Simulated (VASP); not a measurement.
Write the native input for VASP 6.6.1 that does the following.

| Quantity | Value |
| --- | --- |
| Task | relaxation of cell and atoms |
| Functional | revTPSS |
| Potentials or basis | VASP PAW PBE potentials, release 64 (Ba_sv, Ti_sv, O) |
| Cutoff | 600 eV |
| k mesh | 7 × 7 × 7 |
| Occupations | gaussian, width 0.05 eV |
| Spin | no spin polarisation |
| Further INCAR settings | ALGO = Normal; EDIFF = 1e-07; IBRION = 2; EDIFFG = -0.01; NSW = 40; ISIF = 3 |

The structure of BaTiO3 lies in POSCAR:

```
BaTiO3
1.0
    3.9998000000      0.0000000000      0.0000000000
    0.0000000000      3.9998000000      0.0000000000
    0.0000000000      0.0000000000      4.0180000000
Ba Ti O
1 1 3
Direct
    0.0000000000      0.0000000000      0.0000000000
    0.5000000000      0.5000000000      0.4900000000
    0.0000000000      0.5000000000      0.5170000000
    0.5000000000      0.0000000000      0.5170000000
    0.5000000000      0.5000000000      0.0190000000
```

One way to write it, as run:

INCAR

```
SYSTEM = BaTiO3
ALGO = Normal
EDIFF = 1E-7
EDIFFG = -0.01
ENCUT = 600
IBRION = 2
ISIF = 3
ISMEAR = 0
LASPH = .True.
LCHARG = .False.
LMIXTAU = .True.
LREAL = .False.
LWAVE = .False.
METAGGA = RTPSS
NELM = 100
NSW = 40
PREC = Accurate
SIGMA = 0.05
```

KPOINTS

```
k-points
0
Gamma
  7 7 7
  0 0 0
```

Potentials or basis: VASP PAW PBE potentials, release 64 (Ba_sv, Ti_sv, O).

Launch:

```bash
$ cat potpaw_PBE.64/Ba_sv/POTCAR potpaw_PBE.64/Ti_sv/POTCAR potpaw_PBE.64/O/POTCAR > POTCAR
$ mpirun -np 1 vasp_std > vasp.out
```

It gave:

```
Relaxed volume                         : 13.02 Å³/atom
Relaxed cell                           : a = 4.009 Å, b = 4.009 Å, c = 4.050 Å, α = 90.00°, β = 90.00°, γ = 90.00°
Space group after relaxing (to 0.05 Å) : P4mm (No. 99)
Energy gained by relaxing              : 1.6 meV/atom
Ionic steps                            : 8
Pressure after relaxing                : 0.0 GPa
Band gap on the k mesh                 : 1.93 eV, indirect (least direct gap 2.14 eV)
```

Caveat: the PAW data sets were made with another functional, which shifts forces and pressure a little; spin-orbit coupling is left out, which moves the levels of the heavy elements; an odd mesh through Γ misses points on the zone boundary, where band edges often lie.

Run time: 17 min on 1 thread of Intel(R) Xeon(R) Platinum 8488C (Sapphire Rapids), with other jobs on the host, peak memory 0.25 GiB.
